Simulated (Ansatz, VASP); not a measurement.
SnSe in VASP and in Ansatz

INCAR

```
PREC = Accurate
ENCUT = 520
EDIFF = 1E-6
ISMEAR = 0
SIGMA = 0.05
LREAL = F
LASPH = T
NELM = 60
ALGO = Normal
ISIF = 2
LWAVE = F
LCHARG = F
GGA = CA
NBANDS = 17
```

File KPOINTS:

```
regular mesh
0
Gamma
  8 8 8
```

POSCAR

```
SnSe
1.0
    0.0000000000      3.0055807255      2.9466477701
    2.9466477701      0.0000000000      2.9466477701
    2.9466477701      3.0055807255      0.0000000000
Sn Se
1 1
Direct
    0.0000000000      0.0000000000      0.0000000000
    0.5000000000      0.5000000000      0.5000000000
```

Input for Ansatz:

```yaml
crystal:
  lattice:
    - [0.0, 3.0055807255, 2.9466477701]
    - [2.9466477701, 0.0, 2.9466477701]
    - [2.9466477701, 3.0055807255, 0.0]
  atoms:
    - { symbol: Sn, position: [0.0, 0.0, 0.0] }
    - { symbol: Se, position: [0.5, 0.5, 0.5] }
basis:
  ecutwfc: 420
kpoints:
  mp_grid: { grid: [8, 8, 8] }
hamiltonian:
  xc: lda
scf:
  occupations: { method: gaussian, width: 0.05 }
output:
  forces: true
  stress: true
  eigenvalues: true
```

Change from the starting cell: strain +0.0200 x Voigt [0, 1, 0, 0, 0, 0], atoms carried along.

Alike in both runs: task single point; functional LDA; k mesh 8 × 8 × 8; occupations gaussian, width 0.05 eV; no spin polarisation.

```csv
,VASP,Ansatz
version,VASP 6.6.1,Ansatz 0.2.0
potentials or method,"VASP PAW LDA potentials, release 64 (Sn_d, Se)","scalar-relativistic, plane waves, PAW"
plane-wave cutoff (eV),520,420
valence electrons in the cell,20,30
```

```csv
,VASP,Ansatz,Ansatz less VASP
gap on the k mesh at the Fermi level (eV),0.75,0.75,-0.002
least direct gap on the mesh (eV),0.83,0.81,-0.020
pressure (GPa),-1.0,-1.1,-0.12
largest component of the traceless stress (GPa),1.71,1.69,-0.016
```

The two sets of potentials don't hold the same shells in valence.

Caveats: spin-orbit coupling is left out, which moves the levels of the heavy elements. A k mesh can miss the band edges.
